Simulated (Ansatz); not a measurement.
## Relaxing Ti16H

These are results of DFT PBE, scalar-relativistic, plane waves, PAW (Ansatz 0.2.0), not measurements. Settings: 420 eV cutoff, 4×4×4 k-mesh, shifted by half a step, Gaussian smearing of 0.10 eV, no spin polarisation.

What was changed: H interstitial, charge +0, atoms relaxed.

In a supercell of 17 atoms the defect feels its periodic images, and the cell reads as a metal on the mesh, so a level in the gap can't be told from a carrier in the bands.

Spin polarisation was left out.

Command:

```bash
ansatz run input.yaml --threads 4 --pin off --max-ram 10240MiB --backend cpu --events-out ev --progress --plain --runs-dir out
```

Input:

```yaml
crystal:
  lattice:
    - [6.5110110518, 0.0, 0.0]
    - [0.0, 6.5110110518, 0.0]
    - [0.0, 0.0, 6.5110110518]
  atoms:
    - { symbol: Ti, position: [0.0, 0.0, 0.0] }
    - { symbol: Ti, position: [0.5, 0.0, 0.0] }
    - { symbol: Ti, position: [0.0, 0.5, 0.0] }
    - { symbol: Ti, position: [0.0, 0.0, 0.5] }
    - { symbol: Ti, position: [0.25, 0.25, 0.25] }
    - { symbol: Ti, position: [0.5, 0.5, 0.0] }
    - { symbol: Ti, position: [0.5, 0.0, 0.5] }
    - { symbol: Ti, position: [0.75, 0.25, 0.25] }
    - { symbol: Ti, position: [0.0, 0.5, 0.5] }
    - { symbol: Ti, position: [0.25, 0.75, 0.25] }
    - { symbol: Ti, position: [0.25, 0.25, 0.75] }
    - { symbol: Ti, position: [0.5, 0.5, 0.5] }
    - { symbol: Ti, position: [0.75, 0.75, 0.25] }
    - { symbol: Ti, position: [0.75, 0.25, 0.75] }
    - { symbol: Ti, position: [0.25, 0.75, 0.75] }
    - { symbol: Ti, position: [0.75, 0.75, 0.75] }
    - { symbol: H, position: [0.274262774, 0.1166693681, -0.0111788973] }
basis:
  ecutwfc: 420
  xc_grid: 2
kpoints:
  mp_grid: { grid: [4, 4, 4], shift: [0.5, 0.5, 0.5] }
hamiltonian:
  xc: pbe
scf:
  occupations: { method: gaussian, width: 0.1 }
output:
  forces: true
  stress: false
  eigenvalues: true
  write_density: true
  write_potential: true
  elf: true
  volumetric_format: npy
relax:
  adjacent_minimum: "off"
  f_tol: 0.02
  max_steps: 60
```

F is the free energy.

At step 4 the energy rises: a step can overshoot before the optimiser corrects it.

Steps:

```
step F − F(1) (eV) largest force component (eV/Å)
   1         0.0000                           1.570
   2        -0.2441                           0.410
   3        -0.6966                           0.841
   4        -0.4907                           0.988
   5        -0.9934                           0.444
   6        -1.0412                           0.105
   7        -1.0468                           0.022
   8        -1.0470                           0.003
```

Relaxed structure:

```cif
data_structure
_symmetry_space_group_name_H-M 'P 1'
_symmetry_Int_Tables_number 1
_cell_length_a 6.5110
_cell_length_b 6.5110
_cell_length_c 6.5110
_cell_angle_alpha 90.000
_cell_angle_beta 90.000
_cell_angle_gamma 90.000
_cell_volume 276.02
loop_
_atom_site_label
_atom_site_type_symbol
_atom_site_fract_x
_atom_site_fract_y
_atom_site_fract_z
_atom_site_occupancy
Ti1 Ti 0.00945 0.96803 0.99933 1
Ti2 Ti 0.49335 0.96808 0.99935 1
Ti3 Ti 0.97859 0.52763 0.99934 1
Ti4 Ti 0.02584 0.02718 0.49936 1
Ti5 Ti 0.25141 0.28017 0.23911 1
Ti6 Ti 0.52430 0.52763 0.99934 1
Ti7 Ti 0.47706 0.02723 0.49934 1
Ti8 Ti 0.75146 0.22354 0.22325 1
Ti9 Ti 0.97161 0.47348 0.49934 1
Ti10 Ti 0.25143 0.72308 0.27328 1
Ti11 Ti 0.25141 0.28016 0.75955 1
Ti12 Ti 0.53124 0.47347 0.49935 1
Ti13 Ti 0.75142 0.77396 0.28087 1
Ti14 Ti 0.75146 0.22354 0.77545 1
Ti15 Ti 0.25144 0.72310 0.72541 1
Ti16 Ti 0.75140 0.77395 0.71781 1
H1 H 0.25140 0.12243 0.99933 1
```

The run converged. It took 4.9 min on 4 threads of Arm Neoverse V2 (shared host), peak memory 1.4 GiB.